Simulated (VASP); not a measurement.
# Mg2Si (Fm-3m) in VASP: band structure with PBE+D3(BJ)

Aim: the band structure of Mg2Si with PBE+D3(BJ).

Program: VASP 6.6.1. These are calculated values, not measurements. Logs are shortened: lines on timing, memory, paths and dates and some standing lists are left out, and cuts for length are marked.

### Step 1. The structure

Symmetry: Fm-3m, No. 225, cubic system. Conventional cell: a = 6.269 Å, b = 6.269 Å, c = 6.269 Å, α = 90.00°, β = 90.00°, γ = 90.00°. Si (site symmetry m-3m) has 8 Mg at 2.71 Å as nearest neighbours. Mg (site symmetry -43m) is surrounded by 4 Si at 2.71 Å.

The cell was built by a generator and needn't be a form met in nature.

### Step 2. Band structure, PBE+D3(BJ)

Contents of INCAR:

```
PREC = Accurate ; ENCUT = 520
EDIFF = 1E-6 ; ISMEAR = 0
SIGMA = 0.02 ; LREAL = False
LASPH = True ; NELM = 100
ALGO = Fast ; ISIF = 2
LWAVE = False ; LCHARG = False
GGA = PE ; IVDW = 12
NBANDS = 11
```

Contents of KPOINTS:

```
Automatic mesh
0
Gamma
  8 8 8
```

Contents of POSCAR:

```
Mg2Si                                   
1.0
   -0.0000000000      3.1345504826      3.1345504826
    3.1345504826      0.0000000000      3.1345504826
    3.1345504826      3.1345504826      0.0000000000
  Si              Mg            
     1     2
Direct
     0.0000000000000000    0.0000000000000000    0.0000000000000000
     0.2500000000000000    0.2500000000000000    0.2500000000000000
     0.7500000000000000    0.7500000000000000    0.7500000000000000
```

Contents of KPOINTS_OPT:

```
path GXWKGLUWLK,UX
10
line-mode
reciprocal
 0.0000000000  0.0000000000  0.0000000000  G
 0.5000000000  0.0000000000  0.5000000000  X

 0.5000000000  0.0000000000  0.5000000000  X
 0.5000000000  0.2500000000  0.7500000000  W

 0.5000000000  0.2500000000  0.7500000000  W
 0.3750000000  0.3750000000  0.7500000000  K

 0.3750000000  0.3750000000  0.7500000000  K
 0.0000000000  0.0000000000  0.0000000000  G

 0.0000000000  0.0000000000  0.0000000000  G
 0.5000000000  0.5000000000  0.5000000000  L

 0.5000000000  0.5000000000  0.5000000000  L
 0.6250000000  0.2500000000  0.6250000000  U

 0.6250000000  0.2500000000  0.6250000000  U
 0.5000000000  0.2500000000  0.7500000000  W

 0.5000000000  0.2500000000  0.7500000000  W
 0.5000000000  0.5000000000  0.5000000000  L

 0.5000000000  0.5000000000  0.5000000000  L
 0.3750000000  0.3750000000  0.7500000000  K

 0.6250000000  0.2500000000  0.6250000000  U
 0.5000000000  0.0000000000  0.5000000000  X
```

Potentials or basis: VASP PAW PBE potentials, release 64 (Si, Mg).

On the command line:

```console
$ cat potpaw_PBE.64/Si/POTCAR potpaw_PBE.64/Mg/POTCAR > POTCAR
$ mpirun -np 1 vasp_std > vasp.out
```

OUTCAR:

```text
PREC = Accurate
   ENCUT = 520
   EDIFF = 1E-6
   ISMEAR = 0
   LREAL = False
   LASPH = True
   NELM = 100
   ISIF = 2
   GGA = PE
   IVDW = 12
 IVDW          = 12

 ion  position               nearest neighbor table
   1  0.000  0.000  0.000-   3 2.71   3 2.71   3 2.71   2 2.71   3 2.71   2 2.71   2 2.71   2 2.71

   2  0.250  0.250  0.250-   1 2.71   1 2.71   1 2.71   1 2.71   3 3.13   3 3.13   3 3.13   3 3.13
                             3 3.13   3 3.13
   3  0.750  0.750  0.750-   1 2.71   1 2.71   1 2.71   1 2.71   2 3.13   2 3.13   2 3.13   2 3.13
                             2 3.13   2 3.13

  LATTYP: Found a face centered cubic cell.
 ALAT       =     6.2691009652

  Lattice vectors:

 A1 = (   0.0000000000,   3.1345504826,   3.1345504826)
 A2 = (   3.1345504826,   0.0000000000,   3.1345504826)
 A3 = (   3.1345504826,   3.1345504826,   0.0000000000)

Analysis of symmetry for initial positions (statically):
=====================================================================
 Subroutine PRICEL returns:
 Original cell was already a primitive cell.

 Routine SETGRP: Setting up the symmetry group for a
 face centered cubic supercell.

 Subroutine GETGRP returns: Found 48 space group operations
 (whereof 48 operations were pure point group operations)
 out of a pool of 48 trial point group operations.

The static configuration has the point symmetry O_h .

Analysis of symmetry for dynamics (positions and initial velocities):
=====================================================================
 Subroutine PRICEL returns:
 Original cell was already a primitive cell.

 Routine SETGRP: Setting up the symmetry group for a
 face centered cubic supercell.

 Subroutine GETGRP returns: Found 48 space group operations
 (whereof 48 operations were pure point group operations)
 out of a pool of 48 trial point group operations.

The dynamic configuration has the point symmetry O_h .

 Subroutine INISYM returns: Found 48 space group operations
 (whereof 48 operations are pure point group operations),
 and found     1 'primitive' translations

----------------------------------------------------------------------------------------

                                     Primitive cell

  volume of cell :      61.5965

  direct lattice vectors                    reciprocal lattice vectors
     0.000000000  3.134550483  3.134550483    -0.159512505  0.159512505  0.159512505
     3.134550483  0.000000000  3.134550483     0.159512505 -0.159512505  0.159512505
     3.134550483  3.134550483  0.000000000     0.159512505  0.159512505 -0.159512505

  length of vectors
     4.432923804  4.432923804  4.432923804     0.276283763  0.276283763  0.276283763

  position of ions in fractional coordinates (direct lattice)
     0.000000000  0.000000000  0.000000000
     0.250000000  0.250000000  0.250000000
     0.750000000  0.750000000  0.750000000

  ion indices of the primitive-cell ions
   primitive index   ion index
                 1           1
                 2           2
                 3           3

----------------------------------------------------------------------------------------

 KPOINTS: Automatic mesh

Automatic generation of k-mesh.
 Grid dimensions read from file:
 generate k-points for:    8    8    8

 Generating k-lattice:

  Cartesian coordinates                     Fractional coordinates (reciprocal lattice)
    -0.019939063  0.019939063  0.019939063     0.125000000  0.000000000  0.000000000
     0.019939063 -0.019939063  0.019939063     0.000000000  0.125000000  0.000000000
     0.019939063  0.019939063 -0.019939063     0.000000000  0.000000000  0.125000000

  Length of vectors
     0.034535470  0.034535470  0.034535470

  Shift w.r.t. Gamma in fractional coordinates (k-lattice)
     0.000000000  0.000000000  0.000000000

 Subroutine IBZKPT returns following result:
 ===========================================

 Found     29 irreducible k-points:

 Following reciprocal coordinates:
            Coordinates               Weight
  0.000000  0.000000  0.000000      1.000000
  0.125000  0.000000  0.000000      8.000000
  0.250000  0.000000  0.000000      8.000000
  0.375000  0.000000  0.000000      8.000000
  0.500000  0.000000  0.000000      4.000000
  0.125000  0.125000  0.000000      6.000000
[... 16 lines left out ...]
  0.500000  0.250000  0.125000     48.000000
 -0.375000  0.250000  0.125000     24.000000
 [... further k-points ...]
   k-points           NKPTS =     29   k-points in BZ     NKDIM =     29   number of bands    NBANDS=     11
   number of dos      NEDOS =    301   number of ions     NIONS =      3
   total plane-waves  NPLWV =  46656
   dimension x,y,z NGX =    36 NGY =   36 NGZ =   36
   dimension x,y,z NGXF=    72 NGYF=   72 NGZF=   72
   ions per type =               1   2
   NGX,Y,Z   is equivalent  to a cutoff of  13.50, 13.50, 13.50 a.u.
   NGXF,Y,Z  is equivalent  to a cutoff of  27.00, 27.00, 27.00 a.u.
 SYSTEM =  unknown system
   PREC   = accura    normal or accurate (medium, high low for compatibility)
   ISTART =      0    job   : 0-new  1-cont  2-samecut
   ICHARG =      2    charge: 1-file 2-atom 10-const
   ISPIN  =      1    spin polarized calculation?
   LNONCOLLINEAR =      F non collinear calculations
   LSORBIT =      F    spin-orbit coupling
   LASPH  =      T    aspherical Exc in radial PAW
   ENCUT  =  520.0 eV  38.22 Ry    6.18 a.u.   8.24  8.24  8.24*2*pi/ulx,y,z
   NELM   =    100;   NELMIN=  2; NELMDL= -5     # of ELM steps
   EDIFF  = 0.1E-05   stopping-criterion for ELM
[... 12 lines left out ...]
   EMIN   =  10.00;   EMAX   =-10.00  energy-range for DOS
   EFERMI =   0.00;   METHOD = LEGACY
   ISMEAR =     0;   SIGMA  =   0.02  broadening in eV -4-tet -1-fermi 0-gaus
   EFERMI_NEDOS =   21; number of points for ismear=-14 and -15
   IALGO  =     68    algorithm
   IMIX   =      4    mixing-type and parameters
     AMIX     =   0.40;   BMIX     =  1.00
     AMIX_MAG =   1.60;   BMIX_MAG =  1.00
  volume/ion in A,a.u.               =      20.53       138.56
  Fermi-wavevector in a.u.,A,eV,Ry     =   0.829061  1.566697  9.351846  0.687341
  Thomas-Fermi vector in A             =   1.941543
   LORBIT       =      0    0 simple, 1 ext, 2 COOP (PROOUT), +10 PAW based schemes
   GGA     = PE    functional components
   LHFCALC =     F    Hartree Fock is set to
   AEXX    =    0.0000 exact exchange contribution
   IVDW    =    12    specifies the selected vdW correction
   LEPSILON=     F    determine dielectric tensor
   LRPA    =     F    only Hartree local field effects (RPA)
 non-spin polarized calculation
 RMM-DIIS sequential band-by-band and
 Gauss-broadening in eV      SIGMA  =   0.02
  energy-cutoff  :      520.00
  volume of cell :       61.60
 maximum number of plane-waves:      1678
 NGX is ok and might be reduce to    36
   NGX = 17   NGY = 17   NGZ = 17

 number of electron       8.0000000 magnetization

 Free energy of the ion-electron system (eV)
  ---------------------------------------------------
  ext. energy  EPLUGINS =         0.00000000
  ---------------------------------------------------
  free energy    TOTEN  =        -8.89307558 eV

  energy without entropy =       -8.89307558  energy(sigma->0) =       -8.89307558

 E-fermi :   3.9212     XC(G=0):  -8.9212

 val. band max:        3.8414733515   @ k =   0.0000   0.0000   0.0000
 cond. band min:       4.0005586572   @ k =   0.5000   0.5000   0.0000
 fundamental gap:      0.1590853057
 Fermi energy:         3.9212007555

 k-point     1 :       0.0000    0.0000    0.0000
  band No.  band energies     occupation
      1      -5.4406      2.00000
      2       3.8415      2.00000
      3       3.8415      2.00000
      4       3.8415      2.00000
      5       5.9513      0.00000
      6       6.4644      0.00000
      7       6.4644      0.00000
      8       6.4644      0.00000
      9       9.5257      0.00000
     10       9.5257      0.00000
     11      10.7095      0.00000

 k-point     2 :       0.1250    0.0000    0.0000
  band No.  band energies     occupation
      1      -5.2950      2.00000
      2       2.6865      2.00000
      3       3.6835      2.00000
      4       3.6835      2.00000
      5       6.0349      0.00000
      6       6.7447      0.00000
      7       6.7447      0.00000
      8       7.2975      0.00000
      9       8.9369      0.00000
     10       8.9369      0.00000
     11      10.8114      0.00000

 k-point     3 :       0.2500    0.0000    0.0000
  band No.  band energies     occupation
      1      -4.8796      2.00000
      2       1.0058      2.00000
      3       3.4023      2.00000
      4       3.4023      2.00000
      5       5.6479      0.00000
      6       6.9100      0.00000
      7       6.9100      0.00000
      8       8.8561      0.00000
      9       8.9458      0.00000
     10       8.9458      0.00000
     11      10.2580      0.00000

 k-point     4 :       0.3750    0.0000    0.0000
  band No.  band energies     occupation
      1      -4.2987      2.00000
      2      -0.4018      2.00000
      3       3.1982      2.00000
      4       3.1982      2.00000
      5       5.3566      0.00000
      6       6.5796      0.00000
      7       6.5796      0.00000
      8       9.0976      0.00000
      9      10.2244      0.00000
     10      10.2244      0.00000
     11      11.2742      0.00000

 k-point     5 :       0.5000    0.0000    0.0000
  band No.  band energies     occupation
      1      -3.9454      2.00000
      2      -1.0379      2.00000
      3       3.1278      2.00000
      4       3.1278      2.00000
      5       5.2558      0.00000
      6       6.4162      0.00000
      7       6.4162      0.00000
      8       8.9488      0.00000
      9      11.9471      0.00000
     10      11.9472      0.00000
     11      12.5409      0.00000
[... 211 lines left out ...]
 k-point    21 :       0.5000    0.5000    0.0000
  band No.  band energies     occupation
      1      -3.3598      2.00000
      2      -0.6846      2.00000
      3       1.8466      2.00000
      4       1.8466      2.00000
      5       4.0006      0.00000
      6       4.3115      0.00000
      7      11.9965      0.00000
      8      11.9965      0.00000
      9      12.4179      0.00000
     10      12.4179      0.00000
     11      13.0766      0.00000

 k-point    22 :       0.3750    0.2500    0.1250
  band No.  band energies     occupation
      1      -4.5250      2.00000
      2       0.8667      2.00000
      3       1.8994      2.00000
      4       2.9164      2.00000
      5       6.1414      0.00000
      6       6.3302      0.00000
      7       7.1614      0.00000
      8       8.5543      0.00000
      9       9.2762      0.00000
     10      11.5537      0.00000
     11      12.4995      0.00000

 k-point    23 :       0.5000    0.2500    0.1250
  band No.  band energies     occupation
      1      -3.9861      2.00000
      2      -0.1135      2.00000
      3       1.4102      2.00000
      4       2.5191      2.00000
      5       6.0232      0.00000
      6       6.5973      0.00000
      7       7.5736      0.00000
      8       8.6001      0.00000
      9      10.3579      0.00000
     10      11.7761      0.00000
     11      12.2699      0.00000

 k-point    24 :      -0.3750    0.2500    0.1250
  band No.  band energies     occupation
      1      -3.6715      2.00000
      2      -0.6407      2.00000
      3       1.3162      2.00000
      4       2.3320      2.00000
      5       6.0201      0.00000
      6       6.3432      0.00000
      7       8.4657      0.00000
      8       9.0161      0.00000
      9       9.8357      0.00000
     10      11.5014      0.00000
     11      12.9487      0.00000

 [... further k-points ...]

------------------------ aborting loop because EDIFF is reached ----------------------------------------

 Edisp (eV)   -0.92427

 E8    (eV) :    -0.3959

  FORCE on cell =-STRESS in cart. coord.  units (eV):
  Direction    XX          YY          ZZ          XY          YZ          ZX
  --------------------------------------------------------------------------------------
  -------------------------------------------------------------------------------------
  Total       0.00181     0.00181     0.00181    -0.00000     0.00000     0.00000
  in kB       0.04700     0.04700     0.04700    -0.00000     0.00000     0.00000
  external pressure =        0.05 kB  Pullay stress =        0.00 kB

 VOLUME and BASIS-vectors are now :
 -----------------------------------------------------------------------------
  energy-cutoff  :      520.00
  volume of cell :       61.60
      direct lattice vectors                 reciprocal lattice vectors
     0.000000000  3.134550483  3.134550483    -0.159512505  0.159512505  0.159512505
     3.134550483  0.000000000  3.134550483     0.159512505 -0.159512505  0.159512505
     3.134550483  3.134550483  0.000000000     0.159512505  0.159512505 -0.159512505

 POSITION                                       TOTAL-FORCE (eV/Angst)
 -----------------------------------------------------------------------------------
      0.00000      0.00000      0.00000         0.000000     -0.000000     -0.000000
      1.56728      1.56728      1.56728         0.000000      0.000000      0.000000
      4.70183      4.70183      4.70183        -0.000000     -0.000000     -0.000000
 -----------------------------------------------------------------------------------
    total drift:                               -0.000000     -0.000000     -0.000000

  FREE ENERGIE OF THE ION-ELECTRON SYSTEM (eV)
  ---------------------------------------------------
  free  energy   TOTEN  =        -9.8173432504 eV

  energy  without entropy=       -9.8173432504  energy(sigma->0) =       -9.81734325
```

It took 44 s on 1 thread of Intel Xeon Platinum 8259CL at 2.50GHz (Skylake/Cascade Lake), shared host; peak memory 0.22 GiB.

What came out:

| Quantity | Value |
| --- | --- |
| Free energy | -9.8173 eV |
| Pressure | 0.0 GPa |
| Band gap on the k mesh | 0.16 eV, indirect (least direct gap 2.11 eV) |
| Band gap along the path | 0.16 eV, indirect (least direct gap 2.11 eV) |
| Dispersion energy per atom | -0.308 eV |

Levels at the corners of the path, in eV from the valence-band top:
| point | band 1 | band 2 | band 3 | band 4 | band 5 | band 6 | band 7 | band 8 | band 9 |
| --- | --- | --- | --- | --- | --- | --- | --- | --- | --- |
| Γ | -9.28 | 0.00 | 0.00 | 0.00 | 2.11 | 2.62 | 2.62 | 2.62 | 5.68 |
| X | -7.20 | -4.53 | -1.99 | -1.99 | 0.16 | 0.47 | 8.15 | 8.15 | 8.58 |
| X | -7.20 | -4.53 | -1.99 | -1.99 | 0.16 | 0.47 | 8.15 | 8.15 | 8.58 |
| W | -7.15 | -3.67 | -3.67 | -2.75 | 2.69 | 3.68 | 3.68 | 4.01 | 8.63 |
| W | -7.15 | -3.67 | -3.67 | -2.75 | 2.69 | 3.68 | 3.68 | 4.01 | 8.63 |
| K | -7.22 | -4.09 | -3.53 | -1.67 | 0.71 | 3.06 | 5.96 | 6.23 | 6.29 |
| K | -7.22 | -4.09 | -3.53 | -1.67 | 0.71 | 3.06 | 5.96 | 6.23 | 6.29 |
| Γ | -9.28 | 0.00 | 0.00 | 0.00 | 2.11 | 2.62 | 2.62 | 2.62 | 5.68 |
| Γ | -9.28 | 0.00 | 0.00 | 0.00 | 2.11 | 2.62 | 2.62 | 2.62 | 5.68 |
| L | -7.79 | -4.88 | -0.71 | -0.71 | 1.41 | 2.57 | 2.57 | 5.11 | 8.11 |
| L | -7.79 | -4.88 | -0.71 | -0.71 | 1.41 | 2.57 | 2.57 | 5.11 | 8.11 |
| U | -7.22 | -4.09 | -3.53 | -1.67 | 0.71 | 3.06 | 5.96 | 6.23 | 6.29 |
| U | -7.22 | -4.09 | -3.53 | -1.67 | 0.71 | 3.06 | 5.96 | 6.23 | 6.29 |
| W | -7.15 | -3.67 | -3.67 | -2.75 | 2.69 | 3.68 | 3.68 | 4.01 | 8.63 |
| W | -7.15 | -3.67 | -3.67 | -2.75 | 2.69 | 3.68 | 3.68 | 4.01 | 8.63 |
| L | -7.79 | -4.88 | -0.71 | -0.71 | 1.41 | 2.57 | 2.57 | 5.11 | 8.11 |
| L | -7.79 | -4.88 | -0.71 | -0.71 | 1.41 | 2.57 | 2.57 | 5.11 | 8.11 |
| K | -7.22 | -4.09 | -3.53 | -1.67 | 0.71 | 3.06 | 5.96 | 6.23 | 6.29 |
| U | -7.22 | -4.09 | -3.53 | -1.67 | 0.71 | 3.06 | 5.96 | 6.23 | 6.29 |
| X | -7.20 | -4.53 | -1.99 | -1.99 | 0.16 | 0.47 | 8.15 | 8.15 | 8.58 |
